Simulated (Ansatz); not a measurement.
Bi in Ansatz: the effect of target pressure

Crystal: Bi.

```
Bi
1.0
     3.48860   -3.13258    0.00000
     3.48860    3.13258    0.00000
    -1.26023    0.00000    3.11355
Bi
2
Direct
  0.75306 0.75306 0.85738
  0.24694 0.24694 0.14262
```

This isn't the form of Bi at room conditions, which is rhombohedral.

Alike in all runs:

```yaml
Program: Ansatz 0.2.0
Task: relaxation of cell and atoms
Functional: PBEsol
Potentials_or_basis: Ansatz PAW
Cutoff: "420 eV (not typed: the program's choice for these potentials)"
k_mesh: 6 × 6 × 9
Occupations: fermi-dirac, width 0.05 eV
Spin: no spin polarisation
```

Each run relaxes the cell or the atoms first.

| target pressure | relaxed volume (Å³/atom) |
| --- | --- |
| 0 GPa | 32.31 |
| 2 GPa | 31.21 |
| 5 GPa | 29.83 |
| 10 GPa | 28.01 |
| 20 GPa | 25.33 |
| 30 GPa | ? |

Question: What does the run with target pressure 30 GPa give?

Answer: Relaxed volume 23.03 Å³/atom.

Worked out: In Murnaghan's law V^(-B') rises as a straight line in P. The other rows fit best with B' = 3.0, V0 = 32.30 Å³/atom and B0 = 56 GPa, which gives 23.46 Å³/atom at 30 GPa, against the run's 23.03.

Caveats: the plane-wave basis is chosen anew once the cell has moved, so the energies of steps on either side of that aren't comparable; the PAW data sets come from PBE, with cores solved anew for the run's functional, which leaves a small shift of forces and pressure; the volume moved by over 15 % at a fixed basis, so the end points are rough (some runs).
